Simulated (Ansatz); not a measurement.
CuI in the zincblende structure, relaxed with r2SCAN in Ansatz 0.2.0. It is cubic, F-43m (No. 216); conventional cell a = 6.024 Å, 27.33 Å³ an atom. Cu is surrounded by 4 I at 2.61 Å; I is surrounded by 4 Cu at 2.61 Å.

The axes x, y and z are those of this cell:
```xyz
2
Lattice="0.0000 3.0120 3.0120 3.0120 0.0000 3.0120 3.0120 3.0120 0.0000" Properties=species:S:1:pos:R:3 pbc="T T T"
Cu    0.0000    0.0000    0.0000
I     1.5060    1.5060    1.5060
```

Unstrained: The PBE gap is direct at Γ: 1.173 eV. r2SCAN gives a direct gap of 1.667 eV at Γ. With HSE06 the gap is 2.670 eV and direct, at Γ. Meshes: PBE 8×8×8, r2SCAN 8×8×8, HSE06 6×6×6. Strains are changes of length per length. After each strain the atoms were relaxed again with r2SCAN within the symmetry that the strain leaves, so tilts or polar shifts that break it weren't tested; points keep the names that they have in the unstrained zone. The values are computed, spin-unpolarised, and not measurements.

(1) Apply epitaxial -5.91 % in the xy plane, free normal strain +7.86 %. How far does the gap move, against the unstrained cell?

(2) Apply biaxial -3.16 % in x and y, z held. How far does the gap move, against the unstrained cell?

(3) One strain changed the r2SCAN stress by xx -2.53, yy -2.53, zz -2.53 GPa (compression positive) and the gap by -0.176 eV (PBE), -0.192 eV (r2SCAN), -0.133 eV (HSE06). Which kind of strain was it, and roughly how large?

Results:

(1) PBE: the gap goes from 1.173 to 1.176 eV (+0.003 eV); with r2SCAN the top three valence levels at Γ, degenerate before, become 2+1 from the top over 361 meV. r2SCAN: the gap goes from 1.667 to 1.687 eV (+0.020 eV). HSE06: the gap goes from 2.670 to 2.629 eV (-0.041 eV). The r2SCAN energy rises by 29.3 meV an atom.

(2) PBE: the gap goes from 1.173 to 1.334 eV (+0.161 eV); with r2SCAN the top three valence levels at Γ, degenerate before, become 2+1 from the top over 69 meV. r2SCAN: the gap goes from 1.667 to 1.845 eV (+0.178 eV). HSE06: the gap goes from 2.670 to 2.788 eV (+0.118 eV). The r2SCAN energy rises by 17.1 meV an atom.

(3) Isotropic +2.34 % on every length. The pattern of the stress gives the kind; the size needs the stiffness, so it is an estimate.

Spin-orbit coupling is left out, which matters wherever the heavy atoms make up the band edges.

The meshes of the hybrids are coarse, so their gaps aren't converged to the digits shown.

The splittings at Γ are without spin-orbit coupling, which regroups them where it is of like size or larger.
